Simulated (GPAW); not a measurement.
## SnSe2: equation of state with PBEsol

The system is SnSe2.

```
CELL_PARAMETERS angstrom
3.81100 0.00000 0.00000
-1.90550 3.30042 0.00000
0.00000 0.00000 6.13600
ATOMIC_POSITIONS crystal
Sn 0.00000 0.00000 0.00000
Se 0.66667 0.33333 0.75100
Se 0.33333 0.66667 0.24900
```

| Quantity | Value |
| --- | --- |
| Program | GPAW 26.7.0 |
| Task | equation of state |
| Functional | PBEsol |
| Potentials or basis | PAW data sets generated in the run's folder for this functional |
| Cutoff | 600 eV |
| Basis | pw |
| k mesh | 8 × 8 × 5 |
| Occupations | fermi-dirac, width 0.05 eV |
| Spin | no spin polarisation |
| Ranks | 4 |
| Maxiter | 150 |
| Eos scales | [0.94, 0.96, 0.98, 1.0, 1.02, 1.04, 1.06] |

```json
{
  "Equilibrium volume": "26.59 Å³/atom",
  "Bulk modulus at fixed shape and positions": "65 GPa",
  "Pressure derivative of the bulk modulus": "4.7"
}
```

Energy against volume, from the lowest point:
```tsv
volume (Å³/atom)	energy (meV/atom)
24.182	52.98
24.697	31.37
25.212	15.87
25.726	5.86
26.241	0.74
26.755	0.00
27.270	3.18
```

Wall time 74 s on 4 MPI ranks on Arm Neoverse V2 (shared host), peak memory 0.35 GiB a rank.

Caveat: the cell was scaled at fixed shape and fractional positions, which overstates the stiffness of a crystal with free parameters, most of all of layers and chains; this functional lacks dispersion, which binds the layers, so the pressure and a relaxed spacing across them are unreliable.
